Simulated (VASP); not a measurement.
# CdS (Fm-3m) in VASP: a series of runs, part 2 of 2

VASP 6.6.1.

## 3. G0W0 quasiparticle levels, PBE

Contents of POSCAR:

```
CdS
1.0
    0.0000000000      2.7532440000      2.7532440000
    2.7532440000      0.0000000000      2.7532440000
    2.7532440000      2.7532440000      0.0000000000
Cd S
1 1
Direct
    0.0000000000      0.0000000000      0.0000000000
    0.5000000000      0.5000000000      0.5000000000
```

Contents of INCAR.step1:

```
SYSTEM = CdS
  PREC = Accurate
  ENCUT = 450
  EDIFF = 1E-8
  ISMEAR = 0
  SIGMA = 0.01
  LREAL = .FALSE.
  LASPH = .TRUE.
  NELM = 80
  ALGO = Fast
  LWAVE = .TRUE.
  LCHARG = .FALSE.
  GGA = PE
```

Contents of INCAR.step2:

```
SYSTEM = CdS
  PREC = Accurate
  ENCUT = 450
  EDIFF = 1E-8
  ISMEAR = 0
  SIGMA = 0.01
  LREAL = .FALSE.
  LASPH = .TRUE.
  NELM = 1
  ALGO = Exact
  LWAVE = .TRUE.
  LCHARG = .FALSE.
  GGA = PE
  NBANDS = 34
  LOPTICS = .TRUE.
  ISTART = 1
```

Contents of INCAR.step3:

```
SYSTEM = CdS
  PREC = Accurate
  ENCUT = 450
  EDIFF = 1E-8
  ISMEAR = 0
  SIGMA = 0.01
  LREAL = .FALSE.
  LASPH = .TRUE.
  ALGO = EVGW0
  LWAVE = .FALSE.
  LCHARG = .FALSE.
  GGA = PE
  NELMGW = 1
  NBANDS = 34
  ENCUTGW = 150
  NOMEGA = 48
  PRECFOCK = Fast
  ISTART = 1
  NBANDSGW = 17
```

Contents of KPOINTS:

```
regular mesh
0
G
  3 3 3
  0 0 0
```

Potentials or basis: VASP PAW PBE potentials, release 64 (Cd_GW, S_GW).

Launch:

```sh
cat potpaw_PBE.64/Cd_GW/POTCAR potpaw_PBE.64/S_GW/POTCAR > POTCAR
cp INCAR.step1 INCAR
mpirun -np 1 vasp_std > vasp.out
cp INCAR.step2 INCAR
mpirun -np 1 vasp_std > vasp.out
cp INCAR.step3 INCAR
mpirun -np 1 vasp_std > vasp.out
```

OUTCAR:

```text
SYSTEM = CdS
   PREC = Accurate
   ENCUT = 450
   EDIFF = 1E-8
   ISMEAR = 0
   LREAL = .FALSE.
   LASPH = .TRUE.
   GGA = PE
   NELMGW = 1
   ENCUTGW = 150
   PRECFOCK = Fast
   ISTART = 1

 Found      4 irreducible k-points:

 Following reciprocal coordinates:
            Coordinates               Weight
  0.000000  0.000000  0.000000      1.000000
  0.333333  0.000000  0.000000      8.000000
  0.333333  0.333333  0.000000      6.000000
 -0.333333  0.333333  0.000000     12.000000
   k-points           NKPTS =      4   k-points in BZ     NKDIM =     27   number of bands    NBANDS=     34
   number of dos      NEDOS =    301   number of ions     NIONS =      2
   total plane-waves  NPLWV =  21952
   dimension x,y,z NGX =    28 NGY =   28 NGZ =   28
   dimension x,y,z NGXF=    56 NGYF=   56 NGZF=   56
   ions per type =               1   1
   NGX,Y,Z   is equivalent  to a cutoff of  11.95, 11.95, 11.95 a.u.
   NGXF,Y,Z  is equivalent  to a cutoff of  23.91, 23.91, 23.91 a.u.
 SYSTEM =  CdS
   PREC   = accura    normal or accurate (medium, high low for compatibility)
   ISTART =      1    job   : 0-new  1-cont  2-samecut
   ICHARG =      0    charge: 1-file 2-atom 10-const
   ISPIN  =      1    spin polarized calculation?
   LNONCOLLINEAR =      F non collinear calculations
   LSORBIT =      F    spin-orbit coupling
   LASPH  =      T    aspherical Exc in radial PAW
   ENCUT  =  450.0 eV  33.07 Ry    5.75 a.u.   6.73  6.73  6.73*2*pi/ulx,y,z
   NELM   =     60;   NELMIN=  2; NELMDL=  0     # of ELM steps
   EDIFF  = 0.1E-07   stopping-criterion for ELM
   LREAL  =      F    real-space projection
   EDIFFG = 0.1E-06   stopping-criterion for IOM
   NSW    =      0    number of steps for IOM
   IBRION =     -1    ionic relax: 0-MD 1-quasi-New 2-CG
   NFREE  =      0    steps in history (QN), initial steepest desc. (CG)
   ISIF   =      0    stress and relaxation
   ISYM   =      3    0-nonsym 1-usesym 2-fastsym
   POTIM  = 0.5000    time-step for ionic-motion
   TEBEG  =    0.0;   TEEND  =   0.0 temperature during run
   PSTRESS=    0.0 pullay stress
   NELECT =      18.0000    total number of electrons
   NUPDOWN=      -1.0000    fix difference up-down
   EMIN   =  10.00;   EMAX   =-10.00  energy-range for DOS
   EFERMI =   0.00;   METHOD = LEGACY
   ISMEAR =     0;   SIGMA  =   0.01  broadening in eV -4-tet -1-fermi 0-gaus
   EFERMI_NEDOS =   21; number of points for ismear=-14 and -15
   IALGO  =     38    algorithm
   IMIX   =      4    mixing-type and parameters
     AMIX     =   0.40;   BMIX     =  1.00
     AMIX_MAG =   1.60;   BMIX_MAG =  1.00
  volume/ion in A,a.u.               =      20.87       140.84
  Fermi-wavevector in a.u.,A,eV,Ry     =   1.236833  2.337275 20.813583  1.529755
  Thomas-Fermi vector in A             =   2.371425
   LORBIT       =      0    0 simple, 1 ext, 2 COOP (PROOUT), +10 PAW based schemes
   GGA     = PE    functional components
   LHFCALC =     T    Hartree Fock is set to
   PRECFOCK=fast      Normal, Fast or Accurate (Low or Medium for compatibility)
   ENCUT4O =  -1.0   cutoff for four orbital integrals eV
   NKREDX  =     1    reduce k-point grid by
   NKREDY  =     1    reduce k-point grid by
   NKREDZ  =     1    reduce k-point grid by
   AEXX    =    1.0000 exact exchange contribution
   HFSCREEN=    0.0000 screening length (either q_TF or 0.3 A-1)
   HFSCREENC=   0.0000 screening length for correlation (either q_TF or 0.3 A-1)
   ENCUTFOCK=  -1.0 apply spherical cutoff to Coloumb kernel
   IVDW    =     0    specifies the selected vdW correction
   LEPSILON=     F    determine dielectric tensor
   LRPA    =     F    only Hartree local field effects (RPA)
   LRPAFORCE           =     F    calculate RPA forces
   ENCUTGW             = 150.0    cutoff for response function in eV
   ENCUTGWSOFT         = 120.0    soft cutoff for Coulomb kernel in GW response function in eV
   ENCUTLF             =  -1.0    cutoff for local field effects
   NELMGW              =     1    number of iterations in solving QP/BSE equation
   NELMHF              =     1    number of iterations in the inner HF iteration
   NKREDLFX            =     1    NKREDLFY  =   1   NKREDLFZ  =   1
 non-spin polarized calculation
 Gauss-broadening in eV      SIGMA  =   0.01
  energy-cutoff  :      450.00
  volume of cell :       41.74
 maximum number of plane-waves:       906
  NGX = 16; NGY = 16; NGZ = 16
   NGX = 13   NGY = 13   NGZ = 13
 maximum number of plane-waves:       176

 QP shifts <psi_nk| G(iteration)W_0 |psi_nk>: iteration 1
 for sc-GW calculations column KS-energies equals QP-energies in previous step
 and V_xc(KS)=  KS-energies - (<T + V_ion + V_H > + <T+V_H+V_ion>^1  + <V_x>^1)

 k-point   1 :       0.0000    0.0000    0.0000
  band No.  KS-energies  QP-energies   sigma(KS)   V_xc(KS)     V^pw_x(r,r')   Z            occupation Imag(sigma)

      1      -8.2276      -8.2718     -12.7441     -12.6774     -20.6295       0.6629       2.0000       1.5513
      2      -3.3314      -4.4576     -16.9464     -15.3689     -23.1447       0.7139       2.0000       0.3986
      3      -3.3314      -4.4576     -16.9464     -15.3689     -23.1447       0.7139       2.0000       0.3986
      4      -3.3314      -4.4576     -16.9464     -15.3689     -23.1447       0.7139       2.0000       0.3986
      5      -3.3250      -4.4683     -17.0998     -15.5047     -23.4091       0.7167       2.0000       0.4554
      6      -3.3250      -4.4683     -17.0998     -15.5047     -23.4091       0.7167       2.0000       0.4554
[... 9 lines left out ...]
     16      15.6056      16.5559      -8.9039     -10.1578      -3.6388       0.7579       0.0000      -0.6246
     17      15.6056      16.5559      -8.9039     -10.1578      -3.6388       0.7579       0.0000      -0.6246
[... 46 lines left out ...]
      1      -7.1911      -7.2309     -13.6954     -13.6349     -21.4150       0.6587       2.0000       1.2835
      2      -3.4627      -4.5691     -16.8885     -15.3331     -23.2267       0.7114       2.0000       0.4933
      3      -3.4290      -4.5238     -16.5959     -15.0641     -22.7524       0.7147       2.0000       0.4291
      4      -3.2652      -4.3826     -16.8871     -15.3252     -23.0690       0.7154       2.0000       0.4012
      5      -3.1336      -4.2713     -17.1753     -15.5915     -23.3913       0.7183       2.0000       0.3874
      6      -2.8377      -3.8694     -17.0537     -15.6201     -23.2646       0.7197       2.0000       0.4684
[... 9 lines left out ...]
     16      19.7755      21.0578      -9.5198     -11.1812      -3.9642       0.7718       0.0000      -0.9616
     17      20.9739      22.3770      -9.4831     -11.2693      -4.0494       0.7855       0.0000      -0.9906
```

OUTCAR.step2:

```text
SYSTEM = CdS
   PREC = Accurate
   ENCUT = 450
   EDIFF = 1E-8
[... 538 lines left out ...]
  --------------------------------------------------------------------------------------------------------------
     0.00000    22.87627    22.87627    22.87627     0.00000     0.00000    -0.00000
     0.61493    25.04528    25.04528    25.04528     0.00000     0.00000    -0.00000
     1.22987    40.66774    40.66774    40.66774     0.00000     0.00000    -0.00000
     1.84480     0.66433     0.66433     0.66433     0.00000     0.00000    -0.00000
     2.45973    16.98648    16.98648    16.98648     0.00000     0.00000    -0.00000
     3.07466    40.24741    40.24741    40.24741     0.00000     0.00000    -0.00000
[... 92 lines left out ...]
    60.26341     0.82825     0.82825     0.82825    -0.00000    -0.00000     0.00000
    60.87834     0.83255     0.83255     0.83255    -0.00000    -0.00000     0.00000
```

Wall time 18 s (1 thread of Intel Xeon 6975P-C (Granite Rapids), shared host); peak memory 0.22 GiB.

These settings aren't checked as converged: the numbers below hold their error.

Results:

```yaml
Band_gap_on_the_k_mesh_mean-field_level: 0.97 eV, indirect (least direct gap 1.47 eV)
Quasiparticle_gap: 1.71 eV
Least_direct_quasiparticle_gap: 2.22 eV
```

Caveat: the k mesh is coarse (spacing up to 0.66 Å⁻¹), so the values aren't converged; bands, screening cutoff and mesh are small and nothing is extrapolated, so the quasiparticle values aren't converged; an odd mesh through Γ misses points on the zone boundary, where band edges often lie.
